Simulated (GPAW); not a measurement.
# ZnS (F-43m) in GPAW: further runs

Aim: see how the results for ZnS move with the level of theory and the settings. Levels: PBE, LDA. Tasks: single point, electron localisation function.

Everything below comes from runs of GPAW 26.7.0. Logs are shortened: lines on timing, memory, paths and dates and some standing lists are left out, and cuts for length are marked. The log counts tension as positive stress, the text compression.

**The experiment to reproduce.**

“Electronic, vibrational, and thermodynamic properties of ZnS (zincblende and rocksalt structure)”, 2009, arxiv:0911.5022 quotes, for a bulk crystal of ZnS at 19 K: band gap 3.85 eV (direct).

The results are compared with them further down.

## (1) The structure

The structure is cubic, space group F-43m (No. 216). The conventional cell has a = 5.404 Å, b = 5.404 Å, c = 5.404 Å, α = 90.00°, β = 90.00°, γ = 90.00°. Around Zn (site symmetry -43m) lie 4 S at 2.34 Å. S (site symmetry -43m) is surrounded by 4 Zn at 2.34 Å.

## (2) Single point, PBE (volume scaled by 1.04)

run.py reads:

```python
from ase import Atoms
from ase.dft.bandgap import bandgap
from ase.io import write
from ase.units import GPa
from gpaw import GPAW, PW

atoms = Atoms(['Zn', 'S'],
              cell=[[0.0, 2.7375567091, 2.7375567091],
                    [2.7375567091, 0.0, 2.7375567091],
                    [2.7375567091, 2.7375567091, 0.0]],
              scaled_positions=[[0.75, 0.75, 0.75],
                                [0.0, 0.0, 0.0]],
              pbc=True)

calc = GPAW(mode=PW(400),
            xc='PBE',
            kpts={'size': (7, 7, 7), 'gamma': True},
            occupations={'name': 'fermi-dirac', 'width': 0.05},
            nbands=18,
            convergence={'density': 1e-05, 'energy': 1e-05},
            maxiter=80,
            txt='gpaw.txt')
atoms.calc = calc
energy = atoms.get_potential_energy()
forces = atoms.get_forces()
stress = atoms.get_stress()
calc.write('gs.gpw')
write('result.traj', atoms)
print(f'Energy: {energy:.6f} eV')
print('Forces (eV/A):')
print(forces.round(4))
print('Stress (GPa):', (stress / GPa).round(3))
print('Fermi level:', round(calc.get_fermi_level(), 4), 'eV')
print(f'Gap: {bandgap(calc)[0]:.4f} eV, direct: {bandgap(calc, direct=True)[0]:.4f} eV')
```

Potentials or basis: GPAW PAW data sets (gpaw-data 1.2.1), pw.

Started as:

```
> OMP_NUM_THREADS=1 python run.py
```

gpaw.txt:

```text
__  _  _
 | _ |_)|_||  |
 |__||  | ||/\| - 26.7.0

Input parameters:
  mode=PW(ecut=400.0),
  convergence={'density': 1e-05, 'energy': 1e-05},
  kpts=MonkhorstPack(size=(7, 7, 7), gamma=True),
  maxiter=80,
  nbands=18,
  occupations=Occupations(name='fermi-dirac', width=0.05),
  xc=XC(name='PBE')

Diagonalizing LCAO Hamiltonian
Converting LCAO to pw mode

                    Zn

       S

Atoms  # Å, Bohr magnetons
|   | symbol |        x |        y |        z |    initial magnetic moments |
|---|--------|----------|----------|----------|-----------------------------|
| 0 |     Zn | 4.106335 | 4.106335 | 4.106335 | ( 0.0000,  0.0000,  0.0000) |
| 1 |      S | 0.000000 | 0.000000 | 0.000000 | ( 0.0000,  0.0000,  0.0000) |

Unit cell  # Å
| periodic |        x |        y |        z |  lengths |    angles |
|----------|----------|----------|----------|----------|-----------|
|      yes | 0.000000 | 2.737557 | 2.737557 | 3.871490 | 60.000000 |
|      yes | 2.737557 | 0.000000 | 2.737557 | 3.871490 | 60.000000 |
|      yes | 2.737557 | 2.737557 | 0.000000 | 3.871490 | 60.000000 |

Number of symmetries: 24
Symmetry operations  # r_c * U_cc + t_c -> r_c
|    | kind |            matrix            |
|----|------|------------------------------|
|  0 |  E   |  1, 0, 0,  0, 1, 0,  0, 0, 1 |
|  1 |  σ   |  1, 0, 0,  0, 0, 1,  0, 1, 0 |
|  2 |  σ   |  1, 0,-1,  0, 1,-1,  0, 0,-1 |
|  3 |  C3  |  1, 0,-1,  0, 0,-1,  0, 1,-1 |
|  4 |  C3  |  1,-1, 0,  0,-1, 1,  0,-1, 0 |
|  5 |  σ   |  1,-1, 0,  0,-1, 0,  0,-1, 1 |
|  6 |  σ   |  0, 1, 0,  1, 0, 0,  0, 0, 1 |
|  7 |  C3  |  0, 1, 0,  0, 0, 1,  1, 0, 0 |
|  8 |  C2  |  0, 1,-1,  1, 0,-1,  0, 0,-1 |
|  9 |  S4  |  0, 1,-1,  0, 0,-1,  1, 0,-1 |
| 10 |  C3  |  0, 0, 1,  1, 0, 0,  0, 1, 0 |
| 11 |  σ   |  0, 0, 1,  0, 1, 0,  1, 0, 0 |
| 12 |  S4  |  0, 0,-1,  1, 0,-1,  0, 1,-1 |
| 13 |  C3  |  0, 0,-1,  0, 1,-1,  1, 0,-1 |
| 14 |  S4  |  0,-1, 1,  1,-1, 0,  0,-1, 0 |
| 15 |  C2  |  0,-1, 1,  0,-1, 0,  1,-1, 0 |
| 16 |  C3  |  0,-1, 0,  1,-1, 0,  0,-1, 1 |
| 17 |  S4  |  0,-1, 0,  0,-1, 1,  1,-1, 0 |
| 18 |  S4  | -1, 1, 0, -1, 0, 1, -1, 0, 0 |
| 19 |  C3  | -1, 1, 0, -1, 0, 0, -1, 0, 1 |
| 20 |  C3  | -1, 0, 1, -1, 1, 0, -1, 0, 0 |
| 21 |  S4  | -1, 0, 1, -1, 0, 0, -1, 1, 0 |
| 22 |  σ   | -1, 0, 0, -1, 1, 0, -1, 0, 1 |
| 23 |  C2  | -1, 0, 0, -1, 0, 1, -1, 1, 0 |

BZ-sampling:
  Number of BZ points: 343
  Number of IBZ points: 20

  Monkhorst-Pack size: [7, 7, 7]
  Monkhorst-Pack shift: [0, 0, 0]

K-points  # in reciprocal-cell coordinates
|     |                                coordinates |     weight |
|-----|--------------------------------------------|------------|
|   0 | (  0.00000000,   0.00000000,   0.00000000) | 0.00291545 |
|   1 | (  0.14285714,   0.14285714,   0.00000000) | 0.01749271 |
|   2 | (  0.14285714,   0.14285714,   0.14285714) | 0.02332362 |
|   3 | (  0.28571429,   0.14285714,   0.14285714) | 0.03498542 |
|   4 | (  0.28571429,   0.28571429,   0.00000000) | 0.01749271 |
|   5 | (  0.28571429,   0.28571429,   0.14285714) | 0.06997085 |
|   6 | (  0.28571429,   0.28571429,   0.28571429) | 0.02332362 |
|   7 | (  0.42857143,  -0.28571429,  -0.28571429) | 0.03498542 |
|   8 | (  0.42857143,   0.28571429,  -0.42857143) | 0.13994169 |
|   9 | (  0.42857143,   0.28571429,  -0.28571429) | 0.06997085 |
| ... |                                            |            |
|  19 | (  0.42857143,   0.42857143,   0.42857143) | 0.02332362 |

Plane wave coefficients: 757
Cutoff: 400.0 eV

Spin-components: 1 (collinear spins)
Bands:           18
Projectors:      11
Spin-degeneracy: 2
Datatype:        complex128

Density:
  Valence electrons: 18.0
  Components: 1
  Grid points: [18 18 18]
  Charge: 0.0  # |e|

Potential:
  Grid points: [18 18 18]

species:
  Zn:
    name:    Zinc
    Z:       30.0
    valence: 12
    core:    18
    charge:  0.0  # [|e|]
    compensation charges:
      type: gauss
      rc: 0.37  # [Å]
      lmax: 2
    cutoffs:
      filter: 2.14  # [Å]
      core: 2.28  # [Å]
    projectors
    | kind |    occ | energy [eV] | rcut [Å] |
    |------|--------|-------------|----------|
    |   4s |  2.000 |      -5.977 |    1.286 |
    |   4p |  0.000 |      -1.117 |    1.270 |
    |   3d | 10.000 |     -10.142 |    1.180 |
    |    s |        |      21.234 |    1.286 |
    |    p |        |      26.095 |    1.270 |
    |    d |        |      17.070 |    1.180 |

    Using partial waves for Zn as LCAO basis

  S:
    name:    Sulfur
    Z:       16.0
    valence: 6
    core:    10
    charge:  0.0  # [|e|]
    compensation charges:
      type: gauss
      rc: 0.24  # [Å]
      lmax: 2
    cutoffs:
      filter: 1.77  # [Å]
      core: 1.66  # [Å]
    projectors
    | kind |    occ | energy [eV] | rcut [Å] |
    |------|--------|-------------|----------|
    |   3s |  2.000 |     -17.254 |    0.974 |
    |   3p |  4.000 |      -7.008 |    0.979 |
    |    s |        |       9.957 |    0.974 |
    |    p |        |      20.203 |    0.979 |
    |    d |        |       0.000 |    0.900 |

    Using partial waves for S as LCAO basis

Reference energy: -59718.946550  # eV

eigensolver:
  PPCG
  Converge bands: occupied
  niter=2

density mixing:
  MSR1-Mixer
  Pratt-step length: 0.05
  Maximum mixing coefficient: 0.75
  Old densities: 10
  SVD Regularization: 0.005
  Good broyden scale: 1.0
  Trust region scale: 1.0
  Backstep threshold: 4.0
  History deletion threshold: 6.0
  Fourier metric: weight=20.0, sigma=0.015

occupation numbers:
  Fermi-Dirac:
    width: 0.0500  # eV

poisson solver:
  ecut: 3200.0  # eV

xc functional:
  name: PBE with 2 nearest neighbor stencil

convergence criteria:
- Maximum integral of absolute [dens]ity change: 1e-05 electrons / valence electron
- Maximum [total energy] change in last 3 cyles: 1e-05 eV / valence electron
- Maximum integral of absolute [eigenst]ate change: 4e-08 eV^2 / valence electron
maximum number of iterations: 80

SCF iterations
|iter     | |      energy | eigst |  dens |
|---------|-|-------------|-------|-------|
|iter:   1| |   -7.247341 | -0.19 |       |
|iter:   2| |   -7.159830 | -1.89 | -1.18 |
|iter:   3| |   -6.872215 | -1.52 | -1.22 |
|iter:   4| |   -6.871539 | -2.79 | -1.79 |
|iter:   5| |   -6.872652 | -3.92 | -2.23 |
|iter:   6| |   -6.872573 | -4.41 | -2.99 |
|iter:   7| |   -6.872591c| -5.43 | -3.49 |
|iter:   8| |   -6.872596c| -5.88 | -3.87 |
|iter:   9| |   -6.872596c| -8.39c| -4.85 |
|iter:  10| |   -6.872596c| -7.97c| -5.40c|

Converged in 10 steps
Energy contributions relative to reference atoms: (reference = -59718.946550)

Energy contributions:
  Kinetic:           9.618468
  Coulomb:          -8.298518
  Zero:              0.018676
  External:          0.000000
  Xc:               -8.211221
  Entropy:          -0.000000
  Spinorbit:         0.000000
  ----------------------------
  Free energy:      -6.872596
  Extrapolated:     -6.872596

dipole moment: (-14.821377, -14.821377, -14.821377)  # |e|*Ang

Fermi level: 4.290
Eigenvalues  # (at kpt = [0.000, 0.000, 0.000])
| band index |      eig [eV] | occ [0-2] |
|------------|---------------|-----------|
|          0 |        -9.538 |     2.000 |
|          1 |        -2.828 |     2.000 |
|          2 |        -2.828 |     2.000 |
|          3 |        -2.828 |     2.000 |
|          4 |        -2.377 |     2.000 |
|          5 |        -2.377 |     2.000 |
[... 10 lines left out ...]
|         16 |        17.744 |     0.000 |
|         17 |        17.744 |     0.000 |

Gap: 1.936 eV
Transition (v -> c):
  (s=0, k=0, n=8, [0.00, 0.00, 0.00]) -> (s=0, k=0, n=9, [0.00, 0.00, 0.00])
No difference between direct/indirect transitions

Forces  # eV/Ang
|        x |        y |        z |
|----------|----------|----------|
| -0.00000 | -0.00000 |  0.00000 |  # Zn   0
|  0.00000 | -0.00000 | -0.00000 |  # S    1

Stress tensor  # eV/Ang^3
|         x |         y |         z |
|-----------|-----------|-----------|
|  0.013266 | -0.000000 | -0.000000 |
| -0.000000 |  0.013266 |  0.000000 |
| -0.000000 |  0.000000 |  0.013266 |

# Writing to gs.gpw (mode='')
```

stdout:

```text
Energy: -6.872596 eV
Forces (eV/A):
[[-0. -0.  0.]
 [ 0. -0. -0.]]
Stress (GPa): [ 2.125  2.125  2.125  0.    -0.    -0.   ]
Fermi level: 4.2897 eV
Gap: 1.9355 eV, direct: 1.9355 eV
```

Wall time 7.7 s (1 thread of Arm Neoverse V1, shared host); peak memory 0.13 GiB.

These settings aren't checked as converged: the numbers below hold their error.

What came out:

```
Free energy            : -6.8726 eV
Pressure               : -2.1 GPa
Band gap on the k mesh : 1.94 eV, direct
```

Caveat: the cutoff is short for stress and forces, so pressures can be off by a GPa or more.

## (3) Electron localisation function, LDA

run.py reads:

```python
from ase.dft.bandgap import bandgap
from ase.io import write
from ase.spacegroup import crystal
from ase.units import Bohr, GPa
from gpaw import GPAW, PW, setup_paths
from gpaw.elf import elf_from_dft_calculation

setup_paths.insert(0, '.')

# Zn 4c
# S 4a
atoms = crystal(['Zn', 'S'],
                basis=[[0.25, 0.25, 0.25],
                       [0.0, 0.0, 0.0]],
                spacegroup=216, setting=1,  # F-43m
                cellpar=[5.404, 5.404, 5.404, 90.0, 90.0, 90.0],
                primitive_cell=True)

calc = GPAW(mode=PW(510),
            xc='LDA',
            kpts={'size': (5, 5, 5), 'gamma': True},
            occupations={'name': 'fermi-dirac', 'width': 0.01},
            nbands=18,
            convergence={'density': 1e-05, 'energy': 1e-05},
            maxiter=150,
            txt='gpaw.txt')
atoms.calc = calc
energy = atoms.get_potential_energy()
forces = atoms.get_forces()
stress = atoms.get_stress()
calc.write('gs.gpw')
write('result.traj', atoms)
print(f'Energy: {energy:.6f} eV')
print('Forces (eV/A):')
print(forces.round(4))
print('Stress (GPa):', (stress / GPa).round(3))
print('Fermi level:', round(calc.get_fermi_level(), 4), 'eV')
print(f'Gap: {bandgap(calc)[0]:.4f} eV, direct: {bandgap(calc, direct=True)[0]:.4f} eV')

# fields on the real-space grid
write('density.cube', atoms, data=calc.get_pseudo_density() * Bohr**3)
write('potential.cube', atoms, data=calc.get_electrostatic_potential())
write('elf.cube', atoms, data=elf_from_dft_calculation(calc).data)
```

Potentials or basis: PAW data sets generated in the run's folder for this functional, pw.

Started as:

```
> gpaw-setup -f LDA S Zn
> OMP_NUM_THREADS=1 python run.py
```

Run time: 5.2 s. Hardware: 1 thread of Arm Neoverse V2, shared host; peak memory 0.13 GiB.

Results (log left out):

- Free energy: -8.2563 eV
- Pressure: -5.0 GPa
- Band gap on the k mesh: 1.86 eV, direct

Levels at points of the mesh, in eV from the valence-band top:
```csv
k point,band 5,band 6,band 7,band 8,band 9,band 10,band 11,band 12,band 13,band 14
"(0.00, 0.00, 0.00)",-5.98,-5.98,0.00,0.00,0.00,1.86,6.21,6.21,6.21,11.50
```

Caveat: the k mesh is coarse; the cutoff is short for stress and forces, so pressures can be off by a GPa or more.

## (4) How close it comes

Step 3. Against the measured gap of ZnS, 3.85 eV (direct; 19 K; quoted in “Electronic, vibrational, and thermodynamic properties of ZnS (zincblende and rocksalt structure)”, 2009, arxiv:0911.5022), the calculated 1.86 eV is off by -1.99 eV. So large a miss can be the level of theory's own, or it may mean another phase, state or a wrong row. The value is that of LDA, without temperature or zero-point motion. Semilocal functionals fall short of measured gaps as a rule.
